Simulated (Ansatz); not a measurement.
BaSnO$_{3}$ (cubic perovskite)

```yaml
crystal:
  lattice:
    - [4.13132, 0.00000, 0.00000]
    - [0.00000, 4.13132, 0.00000]
    - [0.00000, 0.00000, 4.13132]
  atoms:
    - { symbol: Ba, position: [0.00000, 0.00000, 0.00000] }
    - { symbol: Sn, position: [0.50000, 0.50000, 0.50000] }
    - { symbol: O, position: [0.00000, 0.50000, 0.50000] }
    - { symbol: O, position: [0.50000, 0.50000, 0.00000] }
    - { symbol: O, position: [0.50000, 0.00000, 0.50000] }
```

In each cell atom 5 (O, nearest neighbour Sn at 2.066 Å; its periodic images, 4.1 Å or more away, move with it) moves by s·(1.000, 0.000, 0.000) (along Cartesian x), the rest being held.

Level of theory: r2SCAN (plane waves to 500 eV, PAW, scalar-relativistic; Ansatz, a program for electronic structure). k mesh 7×7×7 (Γ-centred), Fermi-Dirac smearing 0.05 eV. The energy includes the smearing's −TS. BaSnO3 was relaxed with its symmetry unable to fall. The zero of ΔE is the undisplaced structure.

The scan covers s from -0.410 to 0.410 Å in 11 points.

Q: Is the energy the same for equal positive and negative displacements?

A: Even: the same for both signs. With its periodic images moving along, the atom's site symmetry in this cell is 4/mmm.

Q: What force acts on the atom along the line at s = -0.410 Å?

A: 1.73 eV/Å.

Q: What is the force constant k = d²E/ds² of this move at s = 0?

A: 3.46 eV/Å².

(For displaced atoms, the force is minus the slope of the energy, and its curvature is a force constant, which sets phonon frequencies.)
